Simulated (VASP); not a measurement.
# Li (Fd-3m) in VASP: single point with PBE

Aim: the single point of Li with PBE.

Program: VASP 6.6.1. These are calculated values, not measurements. Logs are shortened: lines on timing, memory, paths and dates and some standing lists are left out, and cuts for length are marked.

## Step 1: The structure

The structure is cubic, space group Fd-3m (No. 227). Conventional cell: a = 5.937 Å, b = 5.937 Å, c = 5.937 Å, α = 90.00°, β = 90.00°, γ = 90.00°. Li (site symmetry -43m) has 4 Li at 2.57 Å as nearest neighbours.

The cell was built by a generator and needn't be a form met in nature.

## Step 2: Single point, PBE

INCAR

```
SYSTEM = Li
PREC = Accurate ; ENCUT = 520
EDIFF = 1E-7 ; ISMEAR = -1
SIGMA = 0.13605693000000002 ; LREAL = .FALSE.
LASPH = .TRUE. ; NELM = 60
ALGO = Normal ; ISIF = 2
LWAVE = .FALSE. ; LCHARG = .TRUE.
GGA = PE ; LELF = .TRUE.
LVHAR = .TRUE. ; NBANDS = 10
```

KPOINTS

```
regular mesh
0
G
  8 8 8
  0 0 0
```

POSCAR

```
Li
1.0
    0.0000000000      2.9687496768      2.9687496768
    2.9687496768      0.0000000000      2.9687496768
    2.9687496768      2.9687496768      0.0000000000
Li
2
Direct
    0.0000000000      0.0000000000      0.0000000000
    0.2500000000      0.2500000000      0.2500000000
```

Potentials or basis: VASP PAW PBE potentials, release 64 (Li_sv).

The run is started by

```
> cat potpaw_PBE.64/Li_sv/POTCAR > POTCAR
> mpirun -np 1 vasp_std > vasp.out
```

OUTCAR:

```text
SYSTEM = Li
   PREC = Accurate
   ENCUT = 520
   EDIFF = 1E-7
   ISMEAR = -1
   LREAL = .FALSE.
   LASPH = .TRUE.
   NELM = 60
   ISIF = 2
   GGA = PE

 ion  position               nearest neighbor table
   1  0.000  0.000  0.000-   2 2.57   2 2.57   2 2.57   2 2.57
   2  0.250  0.250  0.250-   1 2.57   1 2.57   1 2.57   1 2.57

  LATTYP: Found a face centered cubic cell.
 ALAT       =     5.9374993536

  Lattice vectors:

 A1 = (   0.0000000000,   2.9687496768,   2.9687496768)
 A2 = (   2.9687496768,   0.0000000000,   2.9687496768)
 A3 = (   2.9687496768,   2.9687496768,   0.0000000000)

Analysis of symmetry for initial positions (statically):
=====================================================================
 Subroutine PRICEL returns:
 Original cell was already a primitive cell.

 Routine SETGRP: Setting up the symmetry group for a
 face centered cubic supercell.

 Subroutine GETGRP returns: Found 48 space group operations
 (whereof 24 operations were pure point group operations)
 out of a pool of 48 trial point group operations.

The static configuration has the point symmetry T_d .
 The point group associated with its full space group is O_h .

Analysis of symmetry for dynamics (positions and initial velocities):
=====================================================================
 Subroutine PRICEL returns:
 Original cell was already a primitive cell.

 Routine SETGRP: Setting up the symmetry group for a
 face centered cubic supercell.

 Subroutine GETGRP returns: Found 48 space group operations
 (whereof 24 operations were pure point group operations)
 out of a pool of 48 trial point group operations.

The dynamic configuration has the point symmetry T_d .
 The point group associated with its full space group is O_h .

 Subroutine INISYM returns: Found 48 space group operations
 (whereof 24 operations are pure point group operations),
 and found     1 'primitive' translations

----------------------------------------------------------------------------------------

                                     Primitive cell

  volume of cell :      52.3300

  direct lattice vectors                    reciprocal lattice vectors
     0.000000000  2.968749677  2.968749677    -0.168421071  0.168421071  0.168421071
     2.968749677  0.000000000  2.968749677     0.168421071 -0.168421071  0.168421071
     2.968749677  2.968749677  0.000000000     0.168421071  0.168421071 -0.168421071

  length of vectors
     4.198446056  4.198446056  4.198446056     0.291713852  0.291713852  0.291713852

  position of ions in fractional coordinates (direct lattice)
     0.000000000  0.000000000  0.000000000
     0.250000000  0.250000000  0.250000000

  ion indices of the primitive-cell ions
   primitive index   ion index
                 1           1
                 2           2

----------------------------------------------------------------------------------------

 KPOINTS: regular mesh

Automatic generation of k-mesh.
 Grid dimensions read from file:
 generate k-points for:    8    8    8

 Generating k-lattice:

  Cartesian coordinates                     Fractional coordinates (reciprocal lattice)
    -0.021052634  0.021052634  0.021052634     0.125000000  0.000000000  0.000000000
     0.021052634 -0.021052634  0.021052634     0.000000000  0.125000000  0.000000000
     0.021052634  0.021052634 -0.021052634     0.000000000  0.000000000  0.125000000

  Length of vectors
     0.036464231  0.036464231  0.036464231

  Shift w.r.t. Gamma in fractional coordinates (k-lattice)
     0.000000000  0.000000000  0.000000000

 Subroutine IBZKPT returns following result:
 ===========================================

 Found     29 irreducible k-points:

 Following reciprocal coordinates:
            Coordinates               Weight
  0.000000  0.000000  0.000000      1.000000
  0.125000  0.000000  0.000000      8.000000
  0.250000  0.000000  0.000000      8.000000
  0.375000  0.000000  0.000000      8.000000
  0.500000  0.000000  0.000000      4.000000
  0.125000  0.125000  0.000000      6.000000
[... 16 lines left out ...]
  0.500000  0.250000  0.125000     48.000000
 -0.375000  0.250000  0.125000     24.000000
 [... further k-points ...]
   k-points           NKPTS =     29   k-points in BZ     NKDIM =     29   number of bands    NBANDS=     10
   number of dos      NEDOS =    301   number of ions     NIONS =      2
   total plane-waves  NPLWV =  32768
   dimension x,y,z NGX =    32 NGY =   32 NGZ =   32
   dimension x,y,z NGXF=    64 NGYF=   64 NGZF=   64
   ions per type =               2
   NGX,Y,Z   is equivalent  to a cutoff of  12.67, 12.67, 12.67 a.u.
   NGXF,Y,Z  is equivalent  to a cutoff of  25.34, 25.34, 25.34 a.u.
 SYSTEM =  Li
   PREC   = accura    normal or accurate (medium, high low for compatibility)
   ISTART =      0    job   : 0-new  1-cont  2-samecut
   ICHARG =      2    charge: 1-file 2-atom 10-const
   ISPIN  =      1    spin polarized calculation?
   LNONCOLLINEAR =      F non collinear calculations
   LSORBIT =      F    spin-orbit coupling
   LASPH  =      T    aspherical Exc in radial PAW
   ENCUT  =  520.0 eV  38.22 Ry    6.18 a.u.   7.81  7.81  7.81*2*pi/ulx,y,z
   NELM   =     60;   NELMIN=  2; NELMDL= -5     # of ELM steps
   EDIFF  = 0.1E-06   stopping-criterion for ELM
   LREAL  =      F    real-space projection
   EDIFFG = 0.1E-05   stopping-criterion for IOM
   NSW    =      0    number of steps for IOM
   IBRION =     -1    ionic relax: 0-MD 1-quasi-New 2-CG
   NFREE  =      0    steps in history (QN), initial steepest desc. (CG)
   ISIF   =      2    stress and relaxation
   ISYM   =      2    0-nonsym 1-usesym 2-fastsym
   POTIM  = 0.5000    time-step for ionic-motion
   TEBEG  =    0.0;   TEEND  =   0.0 temperature during run
   PSTRESS=    0.0 pullay stress
   NELECT =       6.0000    total number of electrons
   NUPDOWN=      -1.0000    fix difference up-down
   EMIN   =  10.00;   EMAX   =-10.00  energy-range for DOS
   EFERMI =   0.00;   METHOD = LEGACY
   ISMEAR =    -1;   SIGMA  =   0.14  broadening in eV -4-tet -1-fermi 0-gaus
   EFERMI_NEDOS =   21; number of points for ismear=-14 and -15
   IALGO  =     38    algorithm
   IMIX   =      4    mixing-type and parameters
     AMIX     =   0.40;   BMIX     =  1.00
     AMIX_MAG =   1.60;   BMIX_MAG =  1.00
  volume/ion in A,a.u.               =      26.16       176.57
  Fermi-wavevector in a.u.,A,eV,Ry     =   0.795320  1.502936  8.606137  0.632533
  Thomas-Fermi vector in A             =   1.901624
   LORBIT       =      0    0 simple, 1 ext, 2 COOP (PROOUT), +10 PAW based schemes
   GGA     = PE    functional components
   LHFCALC =     F    Hartree Fock is set to
   AEXX    =    0.0000 exact exchange contribution
   IVDW    =     0    specifies the selected vdW correction
   LEPSILON=     F    determine dielectric tensor
   LRPA    =     F    only Hartree local field effects (RPA)
 non-spin polarized calculation
  energy-cutoff  :      520.00
  volume of cell :       52.33
 maximum number of plane-waves:      1424
   NGX = 15   NGY = 15   NGZ = 15

 number of electron       6.0000021 magnetization

 Free energy of the ion-electron system (eV)
  ---------------------------------------------------
  ext. energy  EPLUGINS =         0.00000000
  ---------------------------------------------------
  free energy    TOTEN  =        -2.80790028 eV

  energy without entropy =       -2.75832464  energy(sigma->0) =       -2.78311246

 E-fermi :   0.1044     XC(G=0):  -6.4278

 val. band max:        0.0840490558   @ k =   0.5000   0.1250   0.0000
 cond. band min:       0.1172339851   @ k =  -0.3750   0.2500   0.1250
 fundamental gap:      0.0331849293
 Fermi energy:         0.1044067022

 k-point     1 :       0.0000    0.0000    0.0000
  band No.  band energies     occupation
      1     -47.6449      2.00000
      2     -47.5733      2.00000
      3      -3.1865      2.00000
      4       5.6169      0.00000
      5       5.6170      0.00000
      6       5.6170      0.00000
      7       6.7268      0.00000
      8       6.7269      0.00000
      9       6.7269      0.00000
     10      11.3601      0.00000

 k-point     2 :       0.1250    0.0000    0.0000
  band No.  band energies     occupation
      1     -47.6428      2.00000
      2     -47.5754      2.00000
      3      -3.0305      2.00000
      4       4.2321      0.00000
      5       5.1763      0.00000
      6       5.1764      0.00000
      7       7.2869      0.00000
      8       7.2869      0.00000
      9       7.8267      0.00000
     10      10.3450      0.00000

 k-point     3 :       0.2500    0.0000    0.0000
  band No.  band energies     occupation
      1     -47.6372      2.00000
      2     -47.5807      2.00000
      3      -2.5654      2.00000
      4       2.4361      0.00000
      5       4.6632      0.00000
      6       4.6633      0.00000
      7       7.6200      0.00000
      8       7.6200      0.00000
      9       8.8376      0.00000
     10       9.4833      0.00000

 k-point     4 :       0.3750    0.0000    0.0000
  band No.  band energies     occupation
      1     -47.6304      2.00000
      2     -47.5875      2.00000
      3      -1.8093      2.00000
      4       0.8205      0.01030
      5       4.3653      0.00000
      6       4.3654      0.00000
      7       7.2566      0.00000
      8       7.2566      0.00000
      9       8.9899      0.00000
     10       9.4138      0.00000
[... 222 lines left out ...]
 k-point    22 :       0.3750    0.2500    0.1250
  band No.  band energies     occupation
      1     -47.6323      2.00000
      2     -47.5856      2.00000
      3      -2.1449      2.00000
      4       2.6727      0.00000
      5       2.7040      0.00000
      6       4.2111      0.00000
      7       7.1526      0.00000
      8       7.2311      0.00000
      9       9.3267      0.00000
     10       9.9773      0.00000

 k-point    23 :       0.5000    0.2500    0.1250
  band No.  band energies     occupation
      1     -47.6254      2.00000
      2     -47.5924      2.00000
      3      -1.3797      1.99996
      4       1.1768      0.00075
      5       2.6143      0.00000
      6       3.4316      0.00000
      7       6.8486      0.00000
      8       8.0907      0.00000
      9       9.4655      0.00000
     10      10.7730      0.00000

 k-point    24 :      -0.3750    0.2500    0.1250
  band No.  band energies     occupation
      1     -47.6215      2.00000
      2     -47.5963      2.00000
      3      -0.5925      1.98814
      4       0.1172      0.95290
      5       2.8242      0.00000
      6       2.9131      0.00000
      7       6.7401      0.00000
      8       8.2525      0.00000
      9      10.2519      0.00000
     10      10.8957      0.00000

 [... further k-points ...]

------------------------ aborting loop because EDIFF is reached ----------------------------------------

  FORCE on cell =-STRESS in cart. coord.  units (eV):
  Direction    XX          YY          ZZ          XY          YZ          ZX
  --------------------------------------------------------------------------------------
  -------------------------------------------------------------------------------------
  Total       -0.0305071     -0.0305071     -0.0305071     -0.0000000     -0.0000000      0.0000000
  in kB       -0.9340287     -0.9340287     -0.9340287     -0.0000000     -0.0000000      0.0000000
  external PRESSURE =      -0.9340287 kB  Pullay stress =       0.0000000 kB

 VOLUME and BASIS-vectors are now :
 -----------------------------------------------------------------------------
  energy-cutoff  :      520.00
  volume of cell :       52.33
      direct lattice vectors                 reciprocal lattice vectors
     0.000000000  2.968749677  2.968749677    -0.168421071  0.168421071  0.168421071
     2.968749677  0.000000000  2.968749677     0.168421071 -0.168421071  0.168421071
     2.968749677  2.968749677  0.000000000     0.168421071  0.168421071 -0.168421071

 POSITION                                       TOTAL-FORCE (eV/Angst)
 -----------------------------------------------------------------------------------
      0.00000      0.00000      0.00000         0.000000      0.000000      0.000000
      1.48437      1.48437      1.48437        -0.000000     -0.000000     -0.000000
 -----------------------------------------------------------------------------------
    total drift:                                0.000000      0.000000      0.000000

  FREE ENERGIE OF THE ION-ELECTRON SYSTEM (eV)
  ---------------------------------------------------
  free  energy   TOTEN  =        -2.8079002813 eV

  energy  without entropy=       -2.7583246364  energy(sigma->0) =       -2.78311246
```

It took 7.8 s on 1 thread of Intel Xeon 6975P-C (Granite Rapids), shared host; peak memory 0.16 GiB.

Results:

| Property | Result |
| --- | --- |
| Free energy | -2.8079 eV |
| Band gap on the k mesh | none (metal or under the smearing width) |

Caveat: the cutoff is under 1.25 times the usual one of these potentials, so pressure, stress and relaxed cells hold a basis-set (Pulay) error.
